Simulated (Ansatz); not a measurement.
Find the missing element

Cell vectors (Å):

```
0.0000 2.7255 2.7255
2.7255 0.0000 2.7255
2.7255 2.7255 0.0000
```

```
atom       a       b       c
   X  0.0000  0.0000  0.0000
  Se  0.5000  0.5000  0.5000
```

The calculation used PBEsol, all-electron LAPW in Ansatz 0.2.0, scalar-relativistic. k mesh 6×6×6, fixed occupations.

Harmonic phonons of a crystal by Kohn-Sham DFT at the given cell, standard atomic masses, acoustic sum rule imposed; negative wavenumbers are unstable modes.

```tsv
point	q a (r.l.u.)	q b (r.l.u.)	q c (r.l.u.)	branch	phonon wavenumber (cm⁻¹)
Gamma	0	0	0	4	188.4
L	0.5	0	0	1	99.5
L	0.5	0	0	3	170.5
L	0.5	0	0	4	188
L	0.5	0	0	6	328
X	0.5	0.5	0	1	74.8
X	0.5	0.5	0	3	113.8
X	0.5	0.5	0	4	201.9
X	0.5	0.5	0	6	220.3
```

Problem. All X atoms are one element. Which one was computed?

Solution. Mg; the crystal is MgSe (Fm-3m).

Keep in mind: no LO-TO term at the zone centre.
